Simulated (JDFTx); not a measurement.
**Rh under changes of volume**

One of the cells (13.671 Å³/atom); the others are scaled copies at fixed shape and fractional positions:

```
CELL_PARAMETERS angstrom
0.00000 1.89785 1.89785
1.89785 0.00000 1.89785
1.89785 1.89785 0.00000
ATOMIC_POSITIONS crystal
Rh 0.00000 0.00000 0.00000
```

```yaml
Program: JDFTx 1.7.0 (patched build)
Functional: PBE
Potentials_or_basis: PseudoDojo-SR-PBE-0.5-standard
Cutoff: 1197 eV
Density_cutoff: 4789 eV
k_mesh: 12 × 12 × 12
Occupations: fermi-dirac, width 0.05 eV
Spin: no spin polarisation
```

```tsv
volume (Å³/atom)	energy over the lowest point (meV/atom)	pressure (GPa)
12.851	99.40	29.1
13.125	?	?
13.398	26.65	14.0
13.671	8.25	7.7
13.945	0.00	2.1
14.218	0.77	-2.9
14.492	9.54	-7.3
```

Question: What does the run at 13.125 Å³/atom give?

Answer: Energy over the lowest point 56.56 meV/atom; pressure 21.1 GPa.

Worked out: A Birch-Murnaghan fit of order 3 (a polynomial in V^(-2/3)) to the other rows has its minimum at 14.06 Å³/atom with B0 = V·E''(V) = 258 GPa and B' = 5.2. It gives 56.47 meV/atom at 13.125 Å³/atom, against the run's 56.56, and -dE/dV = 21.1 GPa, against 21.1.

Energies are extrapolated to zero smearing.
